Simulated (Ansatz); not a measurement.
# Structure relaxation of Ti

Theory: DFT PBE, scalar-relativistic, plane waves, PAW in Ansatz 0.2.0. Cutoff 420 eV, Γ-centred k mesh, Gaussian smearing, no spin polarisation in the final step.

The start puts Ti on the sites of a reported P cell (P4/mmm, No. 123), at a guessed volume.

```xyz
1
Lattice="2.6824 0.0000 0.0000 0.0000 2.6824 0.0000 0.0000 0.0000 2.7484" Properties=species:S:1:pos:R:3 pbc="T T T"
Ti    0.0000    0.0000    0.0000
```

Cell and atoms relax at zero pressure; the relaxation can't lower the symmetry of the start. After a coarse first stage the cell is made exact in the group found at 0.06 Å.

Energies count from the standard state of Ti at the same level.

Task: What does it relax into?

Result: It ends in Pm-3m (No. 221). The result has the simple cubic structure. Conventional cell: a = 2.642 Å. Ti is coordinated by 6 Ti at 2.64 Å.

```cif
data_structure
_symmetry_space_group_name_H-M 'Pm-3m'
_symmetry_Int_Tables_number 221
_cell_length_a 2.6416
_cell_length_b 2.6416
_cell_length_c 2.6416
_cell_angle_alpha 90.000
_cell_angle_beta 90.000
_cell_angle_gamma 90.000
_cell_volume 18.43
loop_
_atom_site_label
_atom_site_type_symbol
_atom_site_symmetry_multiplicity
_atom_site_Wyckoff_symbol
_atom_site_fract_x
_atom_site_fract_y
_atom_site_fract_z
_atom_site_occupancy
Ti1 Ti 1 a 0.00000 0.00000 0.00000 1
```

Task: What are its volume, energy, density and gap?

Result: The volume per atom is 18.43 Å³. The density is 4.31 g/cm³ and the energy over the standard structure is 0.84 eV/atom. The gap on the 20×20×20 mesh is 0 eV (a metal).

The final run used a 20×20×20 mesh on its 1-atom cell and 0.10 eV smearing. For metals, differences of a few meV/atom aren't resolved. A structure relaxed within its symmetry needn't be a true minimum.